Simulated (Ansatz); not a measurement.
# Ge: the cost of one run

Method: DFT PBE, scalar-relativistic, plane waves, PAW, in Ansatz 0.2.0.

1 further run of the same task is left out (it didn't finish).

## Step 1: The starting structure

The structure is orthorhombic, space group Ccce (No. 68). The conventional cell has a = 5.948 Å, b = 6.387 Å, c = 8.564 Å, α = 90.00°, β = 90.00°, γ = 90.00°. Around Ge (site symmetry 1) lie 4 Ge at 2.23 to 2.47 Å.

Structure file:

```
Ge
1.0
     2.97386   -3.19331    0.00000
     2.97386    3.19331    0.00000
     0.00000    0.00000    8.56398
Ge
8
Direct
  0.25974 0.13154 0.62124
  0.36846 0.24026 0.12124
  0.74026 0.86846 0.62124
  0.75974 0.63154 0.87876
  0.63154 0.75974 0.12124
  0.24026 0.36846 0.87876
  0.86846 0.74026 0.37876
  0.13154 0.25974 0.37876
```

A structure generator made this guess: 4-connected net of one element (Ccce, No. 68). The dimensions are guesses.

## Step 2: The guess as it stands, on a coarse mesh

input.yaml

```yaml
crystal:
  lattice:
    - [2.97386459, -3.19330991, 0.0]
    - [2.97386459, 3.19330991, 0.0]
    - [0.0, 0.0, 8.5639806]
  atoms:
    - { symbol: Ge, position: [0.25974399, 0.13154399, 0.62123699] }
    - { symbol: Ge, position: [0.36845601, 0.24025601, 0.12123699] }
    - { symbol: Ge, position: [0.74025601, 0.86845601, 0.62123699] }
    - { symbol: Ge, position: [0.75974399, 0.63154399, 0.87876301] }
    - { symbol: Ge, position: [0.63154399, 0.75974399, 0.12123699] }
    - { symbol: Ge, position: [0.24025601, 0.36845601, 0.87876301] }
    - { symbol: Ge, position: [0.86845601, 0.74025601, 0.37876301] }
    - { symbol: Ge, position: [0.13154399, 0.25974399, 0.37876301] }
basis:
  ecutwfc: 420
kpoints:
  mp_grid: { grid: [4, 4, 2] }
hamiltonian:
  xc: pbe
scf:
  occupations: { method: gaussian, width: 0.1 }
  lower_state_search: "off"
output:
  forces: true
  stress: true
  eigenvalues: true
```

Started as:

```
ansatz run input.yaml --threads 1 --pin off --max-ram 2560MiB --backend cpu --events-out ev --progress --plain --runs-dir out
```

**Question.** How long does this run take on 1 thread of Arm Neoverse V1, shared host, and how much memory does it need?

About 8 s, with a peak of 0.43 GiB.
